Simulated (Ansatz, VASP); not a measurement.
# SiNi3 in VASP and in Ansatz

```xyz
4
Lattice="3.5750 0.0000 0.0000 0.0000 3.5750 0.0000 0.0000 0.0000 3.5750" Properties=species:S:1:pos:R:3 pbc="T T T"
Si    0.0000    0.0000    0.0000
Ni    0.0000    1.7875    1.7875
Ni    1.7875    0.0000    1.7875
Ni    1.7875    1.7875    0.0000
```

Alike in both runs: task single point; functional PBE; k mesh 12 × 12 × 12; occupations gaussian, width 0.1 eV; no spin polarisation.

```csv
,VASP,Ansatz
version,VASP 6.6.1,Ansatz 0.2.0
potentials or method,"VASP PAW PBE potentials, release 64 (Si, Ni)","scalar-relativistic, plane waves, PAW"
plane-wave cutoff (eV),520,420
valence electrons in the cell,34,58
```

Ansatz gave:

```
gap on the k mesh at the Fermi level (eV) : none
pressure (GPa)                            : -10.8
```

Task: What did VASP give for the same quantities?

Result: gap on the k mesh at the Fermi level (eV): none; pressure (GPa): -10.7.

A gap of «none» marks a metal or a gap that the smearing closes. The two sets of potentials don't hold the same shells in valence.

Spin polarisation is off, so any magnetic state and its effect on volume and gap are missing.
